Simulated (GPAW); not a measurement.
Crystal: PtSe2 (Sudovikovite).

```
Pt Se
1.0
     3.72400    0.00000    0.00000
    -1.86200    3.22508    0.00000
     0.00000    0.00000    5.06200
Pt Se
1 2
Direct
  0.00000 0.00000 0.00000
  0.66667 0.33333 0.75000
  0.33333 0.66667 0.25000
```

* Program: GPAW 26.7.0
* Task: relaxation of cell and atoms
* Functional: PBE
* Dispersion: D3
* Potentials or basis: GPAW PAW data sets (gpaw-data 1.2.1)
* Cutoff: 600 eV
* Basis: pw
* k mesh: 6 × 6 × 4
* Occupations: fermi-dirac, width 0.05 eV
* Spin: no spin polarisation

At the start: pressure 4.5 GPa; volume 20.27 Å³/atom.

Task: How do energy, volume and symmetry change on relaxing?

Result: Over 39 steps the energy falls by 24.9 meV/atom and the volume is 19.81 Å³/atom (-2.2 %); space group P-3m1 (No. 164, to 0.05 Å).

The path:
```
step  energy change (eV)  largest force (eV/Å)  pressure (GPa)  volume (Å³)
   1              0.0000                0.6770            4.51        60.80
   2             -0.0174                0.5286            3.23        61.14
   3             -0.0368                0.2812            1.13        61.74
   4             -0.0428                0.0065           -1.17        62.42
   5             -0.0431                0.0108           -1.13        62.40
   6             -0.0435                0.0192           -1.06        62.35
   7             -0.0442                0.0311           -0.96        62.29
   8             -0.0451                0.0458           -0.83        62.20
   9             -0.0460                0.0621           -0.68        62.10
  10             -0.0471                0.0786           -0.54        61.98
  11             -0.0482                0.0938           -0.39        61.86
  12             -0.0496                0.1071           -0.26        61.73
  13             -0.0513                0.1162           -0.16        61.58
  14             -0.0534                0.1180           -0.10        61.43
  15             -0.0561                0.1099           -0.11        61.27
  16             -0.0593                0.0900           -0.19        61.10
  17             -0.0628                0.0596           -0.32        60.91
  18             -0.0665                0.0244           -0.44        60.68
  19             -0.0700                0.0047           -0.46        60.37
  20             -0.0730                0.0174           -0.28        59.96
  21             -0.0746                0.0102            0.11        59.46
  22             -0.0743                0.0085            0.38        59.03
  23             -0.0743                0.0102            0.35        59.04
  24             -0.0743                0.0135            0.30        59.07
  25             -0.0744                0.0176            0.23        59.11
  26             -0.0745                0.0217            0.14        59.15
  27             -0.0746                0.0248            0.06        59.20
  28             -0.0746                0.0258           -0.01        59.25
  29             -0.0746                0.0240           -0.06        59.29
  30             -0.0747                0.0187           -0.08        59.33
  31             -0.0747                0.0096           -0.07        59.36
  32             -0.0748                0.0025           -0.03        59.38
  33             -0.0748                0.0146            0.03        59.40
  34             -0.0748                0.0216            0.06        59.42
  35             -0.0748                0.0206            0.05        59.42
  36             -0.0748                0.0186            0.04        59.42
  37             -0.0748                0.0156            0.03        59.43
  38             -0.0748                0.0121            0.01        59.43
  39             -0.0748                0.0081           -0.01        59.43
```

Final structure:
```
Pt Se
1.0
     3.78839    0.00000    0.00000
    -1.89419    3.28084    0.00000
     0.00000    0.00000    4.78188
Pt Se
1 2
Direct
  0.00000 0.00000 0.00000
  0.66667 0.33333 0.73288
  0.33333 0.66667 0.26712
```

Caveat: later steps reuse the first step's grids; pairwise dispersion overbinds metals, which lowers pressure and volume.
